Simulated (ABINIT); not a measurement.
A calculation with ABINIT 10.8.3 (patched build) of Sn (native input, structure from a POSCAR):

run.abi

```
pp_dirpath "./"
pseudos "Sn.GGA_PBE-JTH.xml"

structure "poscar:POSCAR"
natom 2
chkprim 0
chksymtnons 0
tolsym 1.0e-6

ecut 22.0
pawecutdg 44.0
pawxcdev 0
pawovlp 30

kptopt 1
ngkpt 9 9 5
nshiftk 1
shiftk 0.0 0.0 0.0

ixc 11

nband 18
occopt 3
tsmear 0.05 eV

nstep 100
tolvrs 1.0e-9

iomode 3
prtwf 0
prtden 0
prteig 0
prtebands 0
enunit 1
```

The input POSCAR:

```
Sn
1.0
   -1.7265390000      1.7755470000      2.3383420000
   -1.7265390000     -1.7755470000      2.3383420000
    3.4530780000      0.0000000000      4.6766840000
Sn
2
Direct
    0.8837555500      0.9473835700      0.0750328600  Sn
    0.6162444500      0.5526164300      0.4249671400  Sn
```

Potentials or basis: JTH PAW PBE v2.0.

The run is started by

```bash
$ abinit run.abi > log 2>&1
```

Write the same calculation in another form: ASE script, structure from a POSCAR.

As run:

run.py

```python
import json, os
import numpy as np
from ase.units import GPa
from ase.calculators.abinit import Abinit, AbinitProfile
from ase.io import read

atoms = read('POSCAR')

profile = AbinitProfile(command='abinit', pp_paths=[os.path.abspath('pseudos')])
params = dict(
    pps='pawxml', xc='PBE',
    chksymtnons=0,
    tolsym=1e-06,
    ecut=598.6505,
    pawecutdg=1197.301,
    pawxcdev=0,
    pawovlp=30,
    kptopt=1,
    ngkpt=[9, 9, 5],
    nshiftk=1,
    shiftk=[0.0, 0.0, 0.0],
    ixc=11,
    nband=18,
    occopt=3,
    tsmear=0.05,
    nstep=100,
    tolvrs=1e-09,
    prtwf=0,
    prtden=0,
)

atoms.calc = Abinit(profile=profile, directory='run', **params)
energy = atoms.get_potential_energy()
forces = atoms.get_forces()
stress = atoms.get_stress()
print(f'energy {energy:.6f} eV')
print('forces (eV/A)')
print(np.round(forces, 5))
print('stress (GPa, Voigt, tension positive)', np.round(stress / GPa, 4))
json.dump(dict(energy=energy, forces=forces.tolist(), stress=stress.tolist(), cell=atoms.cell.tolist(), frac=atoms.get_scaled_positions(wrap=False).tolist()), open('results.json', 'w'))
```

POSCAR

```
Sn
1.0
   -1.7265390000      1.7755470000      2.3383420000
   -1.7265390000     -1.7755470000      2.3383420000
    3.4530780000      0.0000000000      4.6766840000
Sn
2
Direct
    0.8837555500      0.9473835700      0.0750328600
    0.6162444500      0.5526164300      0.4249671400
```

Potentials or basis: JTH PAW PBE v2.0.

The run is started by

```console
$ python run.py
```

Both were run:

|  | native input, structure from a POSCAR | ASE script, structure from a POSCAR |
| --- | --- | --- |
| Pressure | 17.6 GPa | 17.6 GPa |
| Largest force | 7.175 eV/Å | 7.175 eV/Å |
| Band gap on the k mesh | none (metal or under the smearing width) | none (metal or under the smearing width) |

Keys that steer only the numerical path or the files written may differ.

Caveat: so large a pressure means that the cell lies far from this level's equilibrium, or that cutoff or potentials fall short; forces of over 1 eV/Å show positions far from the minimum, so gaps and moduli don't describe the material at rest; the atomic spheres overlap.
